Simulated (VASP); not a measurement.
# C in VASP: a series of runs, part 2 of 2

VASP 6.6.1.

**4. Electric field gradients, PBE**

Input file INCAR:

```
SYSTEM = C
  PREC = Accurate
  ENCUT = 520
  EDIFF = 1E-8
  ISMEAR = 0
  SIGMA = 0.02
  LREAL = .FALSE.
  LASPH = .TRUE.
  NELM = 80
  ALGO = Normal
  ISIF = 2
  LWAVE = .FALSE.
  LCHARG = .FALSE.
  GGA = PE
  LEFG = .TRUE.
```

Input file KPOINTS:

```
Automatic mesh
0
G
  12 12 2
  0 0 0
```

Input file POSCAR:

```
C
1.0
    2.4562275060      0.0000000000      0.0000000000
   -1.2281137530      2.1271554177      0.0000000000
    0.0000000000      0.0000000000     24.1339601687
C
4
Direct
    0.6666666667      0.3333333333      0.5704754400
    0.3333333333      0.6666666667      0.4295245600
    0.0000000000      0.0000000000      0.4295312300
    0.0000000000      0.0000000000      0.5704687700
```

Potentials or basis: VASP PAW PBE potentials, release 64 (C).

Run with:

```sh
> cat potpaw_PBE.64/C/POTCAR > POTCAR
> mpirun -np 1 vasp_std > vasp.out
```

OUTCAR:

```text
SYSTEM = C
   PREC = Accurate
   ENCUT = 520
   EDIFF = 1E-8
   ISMEAR = 0
   LREAL = .FALSE.
   LASPH = .TRUE.
   NELM = 80
   ISIF = 2
   GGA = PE

 ion  position               nearest neighbor table
   1  0.667  0.333  0.570-   4 1.42   4 1.42   4 1.42
   2  0.333  0.667  0.430-   3 1.42   3 1.42   3 1.42
   3  0.000  0.000  0.430-   2 1.42   2 1.42   2 1.42
   4  0.000  0.000  0.570-   1 1.42   1 1.42   1 1.42

  LATTYP: Found a hexagonal cell.
 ALAT       =     2.4562275060
 C/A-ratio  =     9.8256208392

  Lattice vectors:

 A1 = (   2.4562275060,   0.0000000000,   0.0000000000)
 A2 = (  -1.2281137530,   2.1271554177,   0.0000000000)
 A3 = (   0.0000000000,   0.0000000000,  24.1339601687)

Analysis of symmetry for initial positions (statically):
=====================================================================
 Subroutine PRICEL returns:
 Original cell was already a primitive cell.

 Routine SETGRP: Setting up the symmetry group for a
 hexagonal supercell.

 Subroutine GETGRP returns: Found 12 space group operations
 (whereof 12 operations were pure point group operations)
 out of a pool of 24 trial point group operations.

The static configuration has the point symmetry D_3d.

Analysis of symmetry for dynamics (positions and initial velocities):
=====================================================================
 Subroutine PRICEL returns:
 Original cell was already a primitive cell.

 Routine SETGRP: Setting up the symmetry group for a
 hexagonal supercell.

 Subroutine GETGRP returns: Found 12 space group operations
 (whereof 12 operations were pure point group operations)
 out of a pool of 24 trial point group operations.

The dynamic configuration has the point symmetry D_3d.

 Subroutine INISYM returns: Found 12 space group operations
 (whereof 12 operations are pure point group operations),
 and found     1 'primitive' translations

----------------------------------------------------------------------------------------

                                     Primitive cell

  volume of cell :     126.0946

  direct lattice vectors                    reciprocal lattice vectors
     2.456227506  0.000000000  0.000000000     0.407128410  0.235055697  0.000000000
    -1.228113753  2.127155418  0.000000000     0.000000000  0.470111395  0.000000000
     0.000000000  0.000000000 24.133960169     0.000000000  0.000000000  0.041435388

  length of vectors
     2.456227506  2.456227506 24.133960169     0.470111395  0.470111395  0.041435388

  position of ions in fractional coordinates (direct lattice)
     0.666666667  0.333333333  0.570475440
     0.333333333  0.666666667  0.429524560
     0.000000000  0.000000000  0.429531230
     0.000000000  0.000000000  0.570468770

  ion indices of the primitive-cell ions
   primitive index   ion index
                 1           1
                 2           2
                 3           3
                 4           4

[... 90 lines left out ...]
     AMIX     =   0.40;   BMIX     =  1.00
     AMIX_MAG =   1.60;   BMIX_MAG =  1.00
  volume/ion in A,a.u.               =      31.52       212.73
  Fermi-wavevector in a.u.,A,eV,Ry     =   0.822652  1.554586  9.207823  0.676756
  Thomas-Fermi vector in A             =   1.934024
   LORBIT       =      0    0 simple, 1 ext, 2 COOP (PROOUT), +10 PAW based schemes
   GGA     = PE    functional components
   LHFCALC =     F    Hartree Fock is set to
   AEXX    =    0.0000 exact exchange contribution
   IVDW    =     0    specifies the selected vdW correction
   LEPSILON=     F    determine dielectric tensor
   LRPA    =     F    only Hartree local field effects (RPA)
 non-spin polarized calculation
 Gauss-broadening in eV      SIGMA  =   0.02
  energy-cutoff  :      520.00
  volume of cell :      126.09
 maximum number of plane-waves:      3452
   NGX =  9   NGY =  9   NGZ = 89

 number of electron      15.9999996 magnetization

 Free energy of the ion-electron system (eV)
  ---------------------------------------------------
  ext. energy  EPLUGINS =         0.00000000
  ---------------------------------------------------
  free energy    TOTEN  =       -36.86639908 eV

  energy without entropy =      -36.86608564  energy(sigma->0) =      -36.86624236

 E-fermi :  -1.7387     XC(G=0):  -3.2371

 val. band max:       -1.7387165536   @ k =   0.3333   0.3333   0.0000
 cond. band min:      -1.7387078202   @ k =   0.3333   0.3333   0.5000
 fundamental gap:      0.0000087334
 Fermi energy:        -1.7387121870

 k-point     1 :       0.0000    0.0000    0.0000
  band No.  band energies     occupation
      1     -21.4100      2.00000
      2     -21.2755      2.00000
      3      -9.8668      2.00000
      4      -8.9622      2.00000
      5      -4.7659      2.00000
      6      -4.7659      2.00000
      7      -4.7581      2.00000
      8      -4.7581      2.00000
      9       1.6518      0.00000
     10       2.0220      0.00000
     11       2.6555      0.00000
     12       3.3271      0.00000
[... 331 lines left out ...]
 k-point    24 :       0.3333   -0.0000    0.5000
  band No.  band energies     occupation
      1     -18.7953      2.00000
      2     -18.6825      2.00000
      3     -11.4228      2.00000
      4     -11.3640      2.00000
      5      -7.5467      2.00000
      6      -7.5243      2.00000
      7      -6.7868      2.00000
      8      -6.0073      2.00000
      9       3.0146      0.00000
     10       3.4369      0.00000
     11       5.1831      0.00000
     12       5.6104      0.00000

 [... further k-points ...]
[... 5 lines left out ...]
  --------------------------------------------------------------------------------------
  -------------------------------------------------------------------------------------
  Total        1.2858452      1.2858452      0.2853632      0.0000000      0.0000000      0.0000000
  in kB       16.3381495     16.3381495      3.6258688      0.0000000      0.0000000      0.0000000
  external PRESSURE =      12.1007226 kB  Pullay stress =       0.0000000 kB

 VOLUME and BASIS-vectors are now :
 -----------------------------------------------------------------------------
  energy-cutoff  :      520.00
  volume of cell :      126.09
      direct lattice vectors                 reciprocal lattice vectors
     2.456227506  0.000000000  0.000000000     0.407128410  0.235055697  0.000000000
    -1.228113753  2.127155418  0.000000000     0.000000000  0.470111395  0.000000000
     0.000000000  0.000000000 24.133960169     0.000000000  0.000000000  0.041435388

 POSITION                                       TOTAL-FORCE (eV/Angst)
 -----------------------------------------------------------------------------------
      1.22811      0.70905     13.76783         0.000000     -0.000000      0.054242
     -0.00000      1.41810     10.36613        -0.000000      0.000000     -0.054242
      0.00000      0.00000     10.36629        -0.000000      0.000000     -0.035950
      0.00000      0.00000     13.76767         0.000000     -0.000000      0.035950
 -----------------------------------------------------------------------------------
    total drift:                               -0.000000      0.000000      0.000000

  FREE ENERGIE OF THE ION-ELECTRON SYSTEM (eV)
  ---------------------------------------------------
  free  energy   TOTEN  =       -36.8663990756 eV

  energy  without entropy=      -36.8660856370  energy(sigma->0) =      -36.86624236

 Electric field gradients (V/A^2)
---------------------------------------------------------------------
 ion       V_xx      V_yy      V_zz      V_xy      V_xz      V_yz
---------------------------------------------------------------------
   1     -15.416   -15.417    30.832    -0.001    -0.000     0.000
   2     -15.416   -15.417    30.832    -0.001    -0.000     0.000
   3     -15.799   -15.800    31.600    -0.001     0.000    -0.000
   4     -15.799   -15.800    31.600    -0.001     0.000    -0.000
---------------------------------------------------------------------

 Electric field gradients after diagonalization (V/A^2)
 (convention: |V_zz| > |V_xx| > |V_yy|)
----------------------------------------------------------------------
 ion       V_xx      V_yy      V_zz     asymmetry (V_yy - V_xx)/ V_zz
----------------------------------------------------------------------
   1     -15.417   -15.415    30.832       0.000
   2     -15.417   -15.415    30.832       0.000
   3     -15.801   -15.799    31.600       0.000
   4     -15.801   -15.799    31.600       0.000
----------------------------------------------------------------------

           NMR quadrupolar parameters

 Cq : quadrupolar parameter    Cq=e*Q*V_zz/h
 eta: asymmetry parameters     (V_yy - V_xx)/ V_zz
 Q  : nuclear electric quadrupole moment in mb (millibarn)
----------------------------------------------------------------------
 ion       Cq(MHz)       eta       Q (mb)
----------------------------------------------------------------------
   1       0.075       0.000       1.000
   2       0.075       0.000       1.000
   3       0.076       0.000       1.000
   4       0.076       0.000       1.000
----------------------------------------------------------------------
```

OSZICAR:

```text
N       E                     dE             d eps       ncg     rms          rms(c)
DAV:   1     0.125092868551E+03    0.12509E+03   -0.65130E+03   936   0.103E+03
DAV:   2    -0.249814836759E+02   -0.15007E+03   -0.13457E+03  1516   0.218E+02
DAV:   3    -0.390421592400E+02   -0.14061E+02   -0.13933E+02  1144   0.821E+01
[... 17 lines left out ...]
DAV:  21    -0.368663987355E+02   -0.32491E-06   -0.43966E-09   748   0.388E-04    0.975E-05
DAV:  22    -0.368663988861E+02   -0.15053E-06   -0.12901E-09   744   0.227E-04    0.285E-05
DAV:  23    -0.368663990269E+02   -0.14087E-06   -0.76245E-10   712   0.152E-04    0.512E-05
DAV:  24    -0.368663990724E+02   -0.45412E-07   -0.13100E-10   628   0.800E-05    0.125E-05
DAV:  25    -0.368663990756E+02   -0.32546E-08   -0.14929E-11   728   0.391E-05
   1 F= -.36866399E+02 E0= -.36866242E+02  d E =-.313439E-03
```

stdout:

```text
POSCAR found type information on POSCAR C
 POSCAR found :  1 types and       4 ions
 scaLAPACK will be used
 LDA part: xc-table for (Slater+PW92), standard interpolation
 POSCAR, INCAR and KPOINTS ok, starting setup
 FFT: planning ... GRIDC
 FFT: planning ... GRID_SOFT
 FFT: planning ... GRID
 WAVECAR not read
 entering main loop
ion   1

ion   2

ion   3

ion   4
```

Wall time 37 s (1 thread of Intel Xeon 6975P-C (Granite Rapids), shared host); peak memory 0.23 GiB.

What came out:

| Quantity | Value |
| --- | --- |
| Free energy | -36.8664 eV |
| Largest force | 0.054 eV/Å |
| Band gap on the k mesh | none (metal or under the smearing width) |

Forces on the atoms (eV/Å):
```
C    0.000  0.000  0.054
C    0.000  0.000 -0.054
C    0.000  0.000 -0.036
C    0.000  0.000  0.036
```

Electric field gradients, principal values (V/Å²):
```csv
atom,Vxx,Vyy,Vzz
1 C,-15.415,-15.417,30.832
2 C,-15.415,-15.417,30.832
3 C,-15.799,-15.801,31.600
4 C,-15.799,-15.801,31.600
```

**5. Core levels, PBE**

Input file INCAR:

```
ALGO = Normal
EDIFF = 1E-7
ENCUT = 520
GGA = PE
ICORELEVEL = 1
ISIF = 2
ISMEAR = 0
LASPH = True
LCHARG = False
LREAL = False
LWAVE = False
NELM = 80
PREC = Accurate
SIGMA = 0.02
```

Input file KPOINTS:

```
k-points
0
Gamma
  12 12 2
```

POSCAR is that of step 4.

Potentials or basis: VASP PAW PBE potentials, release 64 (C).

Run with:

```sh
> cat potpaw_PBE.64/C/POTCAR > POTCAR
> mpirun -np 1 vasp_std > vasp.out
```

OUTCAR:

```text
EDIFF = 1E-7
   ENCUT = 520
   GGA = PE
   ISIF = 2
   ISMEAR = 0
   LASPH = True
   LREAL = False
   NELM = 80
   PREC = Accurate

 ion  position               nearest neighbor table
   1  0.667  0.333  0.570-   4 1.42   4 1.42   4 1.42
   2  0.333  0.667  0.430-   3 1.42   3 1.42   3 1.42
   3  0.000  0.000  0.430-   2 1.42   2 1.42   2 1.42
   4  0.000  0.000  0.570-   1 1.42   1 1.42   1 1.42

  LATTYP: Found a hexagonal cell.
 ALAT       =     2.4562275060
 C/A-ratio  =     9.8256208392

  Lattice vectors:

 A1 = (   2.4562275060,   0.0000000000,   0.0000000000)
 A2 = (  -1.2281137530,   2.1271554177,   0.0000000000)
 A3 = (   0.0000000000,   0.0000000000,  24.1339601687)

Analysis of symmetry for initial positions (statically):
=====================================================================
 Subroutine PRICEL returns:
 Original cell was already a primitive cell.

 Routine SETGRP: Setting up the symmetry group for a
 hexagonal supercell.

 Subroutine GETGRP returns: Found 12 space group operations
 (whereof 12 operations were pure point group operations)
[... 183 lines left out ...]
  band No.  band energies     occupation
      1     -21.4100      2.00000
      2     -21.2755      2.00000
      3      -9.8668      2.00000
      4      -8.9622      2.00000
      5      -4.7659      2.00000
      6      -4.7659      2.00000
      7      -4.7581      2.00000
      8      -4.7581      2.00000
      9       1.6518      0.00000
     10       2.0219      0.00000
     11       2.6537      0.00000
     12       3.3260      0.00000
[... 331 lines left out ...]
 k-point    24 :       0.3333   -0.0000    0.5000
  band No.  band energies     occupation
      1     -18.7953      2.00000
      2     -18.6825      2.00000
      3     -11.4228      2.00000
      4     -11.3640      2.00000
      5      -7.5467      2.00000
      6      -7.5243      2.00000
      7      -6.7868      2.00000
      8      -6.0073      2.00000
      9       3.0146      0.00000
     10       3.4369      0.00000
     11       5.1831      0.00000
     12       5.6103      0.00000

 [... further k-points ...]
[... 5 lines left out ...]
  --------------------------------------------------------------------------------------
  -------------------------------------------------------------------------------------
  Total        1.2858474      1.2858474      0.2853662      0.0000000      0.0000000     -0.0000000
  in kB       16.3381777     16.3381777      3.6259072      0.0000000      0.0000000     -0.0000000
  external PRESSURE =      12.1007542 kB  Pullay stress =       0.0000000 kB

 VOLUME and BASIS-vectors are now :
 -----------------------------------------------------------------------------
  energy-cutoff  :      520.00
  volume of cell :      126.09
      direct lattice vectors                 reciprocal lattice vectors
     2.456227506  0.000000000  0.000000000     0.407128410  0.235055697  0.000000000
    -1.228113753  2.127155418  0.000000000     0.000000000  0.470111395  0.000000000
     0.000000000  0.000000000 24.133960169     0.000000000  0.000000000  0.041435388

 POSITION                                       TOTAL-FORCE (eV/Angst)
 -----------------------------------------------------------------------------------
      1.22811      0.70905     13.76783         0.000000      0.000000      0.054244
     -0.00000      1.41810     10.36613        -0.000000      0.000000     -0.054244
      0.00000      0.00000     10.36629         0.000000      0.000000     -0.035952
      0.00000      0.00000     13.76767        -0.000000      0.000000      0.035952
 -----------------------------------------------------------------------------------
    total drift:                               -0.000000      0.000000      0.000000

  FREE ENERGIE OF THE ION-ELECTRON SYSTEM (eV)
  ---------------------------------------------------
  free  energy   TOTEN  =       -36.8663990725 eV

  energy  without entropy=      -36.8660856339  energy(sigma->0) =      -36.86624235
```

OSZICAR:

```text
N       E                     dE             d eps       ncg     rms          rms(c)
DAV:   1     0.125092868551E+03    0.12509E+03   -0.65130E+03   936   0.103E+03
DAV:   2    -0.249814836759E+02   -0.15007E+03   -0.13457E+03  1516   0.218E+02
DAV:   3    -0.390421592400E+02   -0.14061E+02   -0.13933E+02  1144   0.821E+01
[... 16 lines left out ...]
DAV:  20    -0.368663984156E+02   -0.73358E-06   -0.13977E-08   688   0.780E-04    0.154E-04
DAV:  21    -0.368663987582E+02   -0.34265E-06   -0.62496E-09   704   0.428E-04    0.827E-05
DAV:  22    -0.368663988945E+02   -0.13625E-06   -0.15479E-09   688   0.266E-04    0.279E-05
DAV:  23    -0.368663990428E+02   -0.14833E-06   -0.73719E-10   672   0.152E-04    0.439E-05
DAV:  24    -0.368663990725E+02   -0.29743E-07   -0.87065E-11   608   0.720E-05
   1 F= -.36866399E+02 E0= -.36866242E+02  d E =-.313439E-03
```

Run time: 39 s. Hardware: 1 thread of Intel Xeon 6975P-C (Granite Rapids), shared host; peak memory 0.23 GiB.

Results:

| Item | Value |
| --- | --- |
| Free energy | -36.8664 eV |
| Largest force | 0.054 eV/Å |
| Band gap on the k mesh | none (metal or under the smearing width) |

Forces in eV/Å, atoms in the order of the input:
```
C    0.000  0.000  0.054
C    0.000  0.000 -0.054
C    0.000  0.000 -0.036
C    0.000  0.000  0.036
```

Levels at points of the mesh, in eV from the Fermi level:
| k point | band 4 | band 5 | band 6 | band 7 | band 8 | band 9 | band 10 | band 11 | band 12 |
| --- | --- | --- | --- | --- | --- | --- | --- | --- | --- |
| (0.00, 0.00, 0.00) | -7.22 | -3.03 | -3.03 | -3.02 | -3.02 | 3.39 | 3.76 | 4.39 | 5.06 |
| (0.50, 0.00, 0.00) | -13.28 | -6.45 | -6.43 | -2.56 | -2.23 | 1.55 | 1.88 | 7.41 | 7.59 |
| (0.00, 0.00, 0.50) | -7.22 | -3.03 | -3.03 | -3.02 | -3.02 | 3.39 | 3.75 | 4.47 | 4.86 |
| (0.50, 0.00, 0.50) | -13.28 | -6.45 | -6.43 | -2.56 | -2.23 | 1.55 | 1.88 | 7.41 | 7.59 |

Core levels (eV, on the scale of the bands):
```
atom     levels
 1 C  1s -267.6
 2 C  1s -267.6
 3 C  1s -267.6
 4 C  1s -267.6
```

**6. The runs side by side**

| task | k mesh for the DOS | occupations for the DOS | gap on the mesh (eV) | largest force (eV/Å) |
| --- | --- | --- | --- | --- |
| optical spectrum | - | - | none | 0.05 |
| density of states | 18 × 18 × 3 | tetrahedron | - | - |
| electric field gradients | - | - | none | 0.05 |
| core levels | - | - | none | 0.05 |

Alike in all rows: level PBE; potentials or basis VASP PAW PBE potentials, release 64 (C); no spin polarisation; cell as given; k mesh 12 × 12 × 2; cutoff (eV) 520; smearing gaussian 0.02 eV.

Every run on the cell as given and a fine mesh finds a metal.

Caveats: spectra need much finer meshes, so this one isn't converged (some runs); independent-particle spectra lack excitons (some runs); the intraband (Drude) part of a metal's response may be missing (some runs).

Total energies depend on the potentials used, so only differences within one code and one set of settings carry meaning.
